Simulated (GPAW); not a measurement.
Crystal: Pb.

```
Pb
1.0
     0.00000    2.47502    2.47502
     2.47502    0.00000    2.47502
     2.47502    2.47502    0.00000
Pb
1
Direct
  0.00000 0.00000 0.00000
```

Base run:

| Quantity | Value |
| --- | --- |
| Program | GPAW 26.7.0 |
| Functional | PBE |
| Potentials or basis | GPAW PAW data sets (gpaw-data 1.2.1) |
| Cutoff | 450 eV |
| Basis | pw |
| k mesh | 8 × 8 × 8 |
| Occupations | fermi-dirac, width 0.01 eV |
| Spin | no spin polarisation |

Its results: band gap on the k mesh none (metal or under the smearing width); pressure 1.4 GPa.

**Question.** The run is repeated on the same cell with these changes: functional from PBE to SCAN; cutoff from 450 eV to 500 eV. What comes out?

**Answer.** Band gap on the k mesh none (metal or under the smearing width); pressure 0.3 GPa.

Caveats: the cutoff is short for stress and forces, so pressures can be off by a GPa or more; the PAW data sets were made with another functional, which shifts forces and pressure a little (some runs).
